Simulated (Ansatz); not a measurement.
**Ge (Fd-3m), an elastic constant from a strain scan**

All numbers below come from DFT PBEsol, scalar-relativistic, plane waves, PAW (Ansatz). Cutoff 420 eV, Γ-centred 18×18×18 k-points, Gaussian smearing of 0.15 eV. No spin polarisation. Energies are free energies at this smearing, counted from the undisturbed cell; pressure is positive in compression.

The undisturbed cell (relaxed at this level):

```yaml
crystal:
  lattice:
    - [0.00000, 2.83788, 2.83788]
    - [2.83788, 0.00000, 2.83788]
    - [2.83788, 2.83788, 0.00000]
  atoms:
    - { symbol: Ge, position: [0.50000, 0.50000, 0.50000] }
    - { symbol: Ge, position: [0.75000, 0.75000, 0.75000] }
```

The cell is strained by ε times the Voigt pattern (0, 1, 0, 0, 0, 0) (xx, yy, zz, yz, xz, xy; engineering shear) with fractional coordinates fixed. The cell holds 2 atoms in V0 = 45.71 Å³. The stress column is τ = (1/V0) dE/dε, got from the stress tensor σ (compression positive) at each point as −det(1 + εP) σ : P(1 + εP)⁻¹, with P the pattern as a tensor.

```csv
ε,ΔE (meV/atom),τ (GPa)
-0.0200,3.357,-2.365
-0.0150,1.885,-1.764
-0.0100,0.839,-1.171
0.0000,0.000,-0.010
0.0050,0.200,0.558
0.0150,1.791,1.666
0.0200,?,?
```

Question: Which combination of elastic constants does this scan measure, and how large is it?

Answer: For small ε, τ = τ0 + Kε with K = pᵀCp, which for this pattern is C11 in the cubic axes. The parabola through τ at ε = -0.0100, 0 and 0.0050 has slope K = 114 GPa at zero. The energies per cell, E = NΔE, of the same two points give K = 2[E(ε₊)/ε₊ − E(ε₋)/ε₋]/[(ε₊ − ε₋)V0] = 116 GPa, in agreement.

Question: Predict the withheld row at ε = 0.0200 from the harmonic law, and compare.

Answer: ΔE = V0(τ0 ε + Kε²/2)/N = 3.237 meV/atom and τ = 2.28 GPa. The calculation gives 3.173 meV/atom and 2.21 GPa, a miss of 2.0 % of the harmonic energy, so the harmonic law still holds here.

The gap closes along the scan, which can put kinks into the curve.